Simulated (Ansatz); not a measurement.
WS₂ (P6_3/mmc), frozen normal mode

All numbers below come from DFT PBE, scalar-relativistic, plane waves, PAW in Ansatz 0.2.0. The runs took a 420 eV cutoff, a Γ-centred 12×12×2 mesh and Gaussian smearing (0.05 eV). Spin–orbit coupling is left out, which matters for the heavy elements here. No spin polarisation. Energies are free energies at this smearing, counted from the undisturbed cell; pressure is positive in compression.

The starting cell (relaxed at this level):

```
W S
1.0
     3.18778    0.00000    0.00000
    -1.59389    2.76070    0.00000
     0.00000    0.00000   14.77497
W S
2 4
Direct
  0.33333 0.66667 0.25000
  0.66667 0.33333 0.75000
  0.33333 0.66667 0.64367
  0.66667 0.33333 0.14367
  0.33333 0.66667 0.85633
  0.66667 0.33333 0.35633
```

The cell holds layers and no dispersion correction was added, so their binding is poorly described.

A zone-centre mode of this cell is frozen in: each atom moves by x times its row below, so x is the largest displacement.
```
atom ux uy uz
  W1   0.000   0.000  0.000
  W2   0.000   0.000  0.000
  S3  -0.707  -0.707  0.000
  S4   0.000   0.000  0.000
  S5   0.707   0.707  0.000
  S6   0.000   0.000  0.000
```

```csv
x (Å),ΔE (meV/cell)
-0.1200,139.2
-0.0600,34.8
0.0000,0.0
0.0150,2.2
0.0300,8.7
0.0450,19.6
0.0750,54.4
0.0900,78.4
0.1050,106.6
```

(1) Predict the gap on the mesh (eV) at each point.

Answers

(1)
| x (Å) | gap on the mesh (eV) |
| --- | --- |
| -0.1200 | 1.60 |
| -0.0600 | 1.61 |
| 0.0000 | 1.62 |
| 0.0150 | 1.62 |
| 0.0300 | 1.62 |
| 0.0450 | 1.61 |
| 0.0750 | 1.61 |
| 0.0900 | 1.61 |
| 0.1050 | 1.60 |